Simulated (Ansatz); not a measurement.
Theory: Ansatz, DFT PBE, scalar-relativistic, plane waves, PAW. Settings: cutoff 420 eV, Γ-centred meshes spaced at most about 0.3 Å⁻¹, and about 0.25 Å⁻¹ or finer for metals (2π included), Gaussian smearing. No spin polarisation in the final relaxations.

All energies are static (0 K, no zero-point motion).

Two relaxed structures of Si2C3:

1.

```
CELL_PARAMETERS angstrom
1.31180 0.75737 11.63544
-1.31180 0.75737 11.63544
0.00000 -1.51474 11.63544
ATOMIC_POSITIONS crystal
Si 0.13146 0.13146 0.13146
Si 0.86854 0.86854 0.86854
C 0.66667 0.66667 0.66667
C 0.50000 0.50000 0.50000
C 0.33333 0.33333 0.33333
```

2.

```
CELL_PARAMETERS angstrom
2.77438 0.00000 0.00000
-1.38719 2.40268 0.00000
0.00000 0.00000 13.90807
ATOMIC_POSITIONS crystal
Si 0.33333 0.66667 0.00000
Si 0.33333 0.66667 0.35025
Si 0.33333 0.66667 0.64975
Si 0.66667 0.33333 0.50000
C 0.33333 0.66667 0.14098
C 0.33333 0.66667 0.85902
C 0.66667 0.33333 0.17732
C 0.66667 0.33333 0.28834
C 0.66667 0.33333 0.71166
C 0.66667 0.33333 0.82268
```

Task: Which is lower in energy, and by how much?

Result: Cell 2 is lower, by 38 meV/atom. Cell 1 has space group R-3m (No. 166), 13.9 Å³/atom and no gap on its mesh; cell 2 has space group P-6m2 (No. 187), 9.3 Å³/atom and no gap. Counting C atoms around Si (those within 1.25 times the shortest such distance or 1.15 times the sum of covalent radii; the shortest distance is added where it exceeds 1.18 times the sum of covalent radii; a slash parts the counts of unlike sites), cell 1 has Si 3 and cell 2 has Si 2/2 from 2.9 Å/3. Cell 1 and cell 2 both hold C–C nets. Even the lower one lies +0.69 eV/atom against the reference forms of the elements (uncorrected), so neither is stable at this level. In cell 1, Si has 3 C at 1.95 Å; C on a site of symmetry 3m has 3 C at 1.51 Å; C on a site of symmetry -3m is surrounded by 6 Si at 1.95 Å. In cell 2, Si on a site of symmetry -6m2 is surrounded by 2 C at 1.96 Å; Si on a site of symmetry 3m has 3 C at 1.82 Å and 9 Si at 2.63–2.77 Å; C on its first site is surrounded by 3 C at 1.68 Å and 1 Si at 1.96 Å; 3 more sites not described. Both come from invented guesses.

No dispersion correction is applied, so the spacing and binding between layers, chains or molecules are poorly described (R-3m), and this can change margins and order among such cells. Cells relaxed within their symmetry can be saddle points.
